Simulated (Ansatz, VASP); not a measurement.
**SiO2 in VASP and in Ansatz**

Contents of INCAR:

```
PREC = Accurate
ENCUT = 520
EDIFF = 1E-6
ISMEAR = 0
SIGMA = 0.05
LREAL = False
LASPH = True
NELM = 80
ALGO = Normal
ISIF = 2
LWAVE = False
LCHARG = True
GGA = PE
LELF = True
LVHAR = True
NBANDS = 25
```

KPOINTS

```
regular mesh
0
Gamma
  6 6 8
```

POSCAR

```
SiO2
1.0
    4.2361165343      0.0000000000      0.0000000000
    0.0000000000      4.2361165343      0.0000000000
    0.0000000000      0.0000000000      2.6904781063
Si O
2 4
Direct
    0.5000000000      0.5000000000      0.5000000000
    0.0000000000      0.0000000000      0.0000000000
    0.6930152167      0.6930152167      0.0000000000
    0.1930152167      0.8069847833      0.5000000000
    0.3069847833      0.3069847833      0.0000000000
    0.8069847833      0.1930152167      0.5000000000
```

Input for Ansatz:

```yaml
crystal:
  lattice:
    - [4.2361165349, 0.0, 0.0]
    - [0.0, 4.2361165349, 0.0]
    - [0.0, 0.0, 2.6904781066]
  atoms:
    - { symbol: Si, position: [0.5, 0.5, 0.5] }
    - { symbol: Si, position: [0.0, 0.0, 0.0] }
    - { symbol: O, position: [0.6930152166, 0.6930152166, 0.0] }
    - { symbol: O, position: [0.1930152166, 0.8069847834, 0.5] }
    - { symbol: O, position: [0.3069847834, 0.3069847834, 0.0] }
    - { symbol: O, position: [0.8069847834, 0.1930152166, 0.5] }
basis:
  ecutwfc: 420
kpoints:
  mp_grid: { grid: [6, 6, 8] }
hamiltonian:
  xc: pbe
scf:
  occupations: { method: gaussian, width: 0.05 }
output:
  forces: true
  stress: true
  eigenvalues: true
  write_density: true
  write_potential: true
  elf: true
  volumetric_format: npy
```

The cell comes from a database or a generator and needn't be the stable form of this composition.

Alike in both runs: task single point; functional PBE; k mesh 6 × 6 × 8; occupations gaussian, width 0.05 eV; no spin polarisation.

|  | VASP | Ansatz |
| --- | --- | --- |
| version | VASP 6.6.1 | Ansatz 0.2.0 |
| potentials or method | VASP PAW PBE potentials, release 64 (Si, O) | scalar-relativistic, plane waves, PAW |
| plane-wave cutoff (eV) | 520 | 420 |
| valence electrons in the cell | 32 | 32 |

```tsv
	VASP	Ansatz	Ansatz less VASP
gap on the k mesh at the Fermi level (eV)	5.02	5.04	+0.015
least direct gap on the mesh (eV)	5.02	5.04	+0.015
pressure (GPa)	0.1	0.0	-0.13
largest component of the traceless stress (GPa)	0.42	0.00	-0.415
rms of the force components (eV/Å)	0.009	0.000	-0.0086
```

Atom by atom the forces differ by 0.009 eV/Å (rms over components).

A k mesh can miss the band edges. As with any semilocal functional, this PBE gap is likely too small.
